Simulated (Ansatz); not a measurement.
A run of Ansatz 0.2.0:

File input.yaml:

```yaml
crystal:
  lattice:
    - [5.5822227355, 0.0, 0.0]
    - [-2.7911113678, 4.8343466985, 0.0]
    - [0.0, 0.0, 6.08246788]
  atoms:
    - { symbol: Ti, position: [0.46693675, 0.0, 0.3333333333] }
    - { symbol: Ti, position: [0.0, 0.46693675, 0.6666666667] }
    - { symbol: Ti, position: [0.53306325, 0.53306325, 0.0] }
    - { symbol: O, position: [0.58106572, 0.85143318, 0.1206639333] }
    - { symbol: O, position: [0.72963254, 0.14856682, 0.5460027333] }
    - { symbol: O, position: [0.27036746, 0.41893428, 0.7873306] }
    - { symbol: O, position: [0.85143318, 0.58106572, 0.8793360667] }
    - { symbol: O, position: [0.14856682, 0.72963254, 0.4539972667] }
    - { symbol: O, position: [0.41893428, 0.27036746, 0.2126694] }
hamiltonian:
  xc: pbe
  pseudopotentials: { kind: paw }
kpoints:
  mp_grid: { grid: [5, 5, 4] }
  band_path:
    path:
      - [[0.0, 0.0, 0.0], [0.5, 0.0, 0.0], [0.3333333333, 0.3333333333, 0.0], [0.0, 0.0, 0.0], [0.0, 0.0, 0.5], [0.5, 0.0, 0.5], [0.3333333333, 0.3333333333, 0.5], [0.0, 0.0, 0.5]]
      - [[0.5, 0.0, 0.5], [0.5, 0.0, 0.0]]
      - [[0.3333333333, 0.3333333333, 0.0], [0.3333333333, 0.3333333333, 0.5]]
    npoints: 10
scf:
  occupations: { method: fermi_dirac, width: 0.05 }
  n_extra_bands: 22
output:
  forces: true
  stress: true
  eigenvalues: true
  fatbands: false
```

Potentials or basis: Ansatz PAW.

Run with:

```bash
$ ansatz run input.yaml --threads 4 --pin off --max-ram 11264MiB --backend cpu --events-out ev --progress --plain --runs-dir out
```

Hardware: 4 threads of Intel(R) Xeon(R) Platinum 8259CL CPU @ 2.50GHz (Skylake/Cascade Lake), with other jobs on the host.

Task: How long does it take, and how much memory?

Result: Wall time 10 s on 4 threads of Intel(R) Xeon(R) Platinum 8259CL CPU @ 2.50GHz (Skylake/Cascade Lake), with other jobs on the host, peak memory 0.83 GiB. Counts: scf iterations 7, plane waves 3201, k points 17, bands 58.
